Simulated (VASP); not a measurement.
Input of a VASP 6.6.1 run:

File INCAR:

```
SYSTEM = Be
PREC = Accurate ; ENCUT = 520
EDIFF = 1E-6 ; ISMEAR = 0
SIGMA = 0.1 ; LREAL = .FALSE.
LASPH = .TRUE. ; NELM = 100
ALGO = Fast ; ISIF = 2
LWAVE = .FALSE. ; LCHARG = .FALSE.
GGA = PE ; NBANDS = 7
```

KPOINTS

```
Automatic mesh
0
G
  30 30 30
  0 0 0
```

Contents of POSCAR:

```
Be
1.0
   -1.2500924774      1.2500924774      1.2500924774
    1.2500924774     -1.2500924774      1.2500924774
    1.2500924774      1.2500924774     -1.2500924774
Be
1
Direct
    0.0000000000      0.0000000000      0.0000000000
```

Potentials or basis: VASP PAW PBE potentials, release 64 (Be).

Run with:

```bash
$ cat potpaw_PBE.64/Be/POTCAR > POTCAR
$ mpirun -np 1 vasp_std > vasp.out
```

(1) What does it give for the pressure?

(2) What does it give for the band gap on the k mesh?

Answers

(1) 0.2 GPa.

(2) none (metal or under the smearing width).
